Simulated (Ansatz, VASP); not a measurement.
# Two plane-wave programs on S

Contents of INCAR:

```
PREC = Accurate ; ENCUT = 520
EDIFF = 1E-7 ; ISMEAR = -1
SIGMA = 0.1 ; LREAL = F
LASPH = T ; NELM = 80
ALGO = Normal ; ISIF = 2
LWAVE = F ; LCHARG = T
GGA = PE ; LELF = T
LVHAR = T ; NBANDS = 13
```

File KPOINTS:

```
Automatic mesh
0
Gamma
  15 15 8
```

POSCAR

```
S
1.0
    2.4575650278      0.0000000000      0.0000000000
   -1.2287825139      2.1283137455      0.0000000000
    0.0000000000      0.0000000000      3.2593299846
S
2
Direct
    0.3333333333      0.6666666667      0.2500000000
    0.6666666667      0.3333333333      0.7500000000
```

Input for Ansatz:

```yaml
crystal:
  lattice:
    - [2.4575650278, 0.0, 0.0]
    - [-1.2287825139, 2.1283137455, 0.0]
    - [0.0, 0.0, 3.2593299846]
  atoms:
    - { symbol: S, position: [0.3333333333, 0.6666666667, 0.25] }
    - { symbol: S, position: [0.6666666667, 0.3333333333, 0.75] }
kpoints:
  mp_grid: { grid: [15, 15, 8] }
scf:
  occupations: { method: fermi_dirac, width: 0.1 }
hamiltonian:
  xc: pbe
  pseudopotentials: { kind: paw }
output:
  forces: true
  stress: true
  eigenvalues: true
  populations: true
```

Change from the starting cell: volume scaled by 0.5, PAW files.

Alike in both runs: task single point; functional PBE; k mesh 15 × 15 × 8; occupations fermi-dirac, width 0.1 eV; no spin polarisation.

|  | VASP | Ansatz |
| --- | --- | --- |
| version | VASP 6.6.1 | Ansatz 0.2.0 |
| potentials or method | VASP PAW PBE potentials, release 64 (S) | PAW with Ansatz's default frozen-core files, scalar-relativistic |
| plane-wave cutoff (eV) | 520 | 420 |
| valence electrons in the cell | 12 | 12 |

Ansatz gave:

| Quantity | Value |
| --- | --- |
| pressure (GPa) | 176.2 |
| largest component of the traceless stress (GPa) | 0.04 |

Problem. Which values does VASP return?

Solution. Pressure (GPa): 174.0; largest component of the traceless stress (GPa): 0.14.

Caveats: the cell as given lies far from equilibrium; so large a pressure means that the cell lies far from this level's equilibrium, or that cutoff or potentials fall short (VASP).
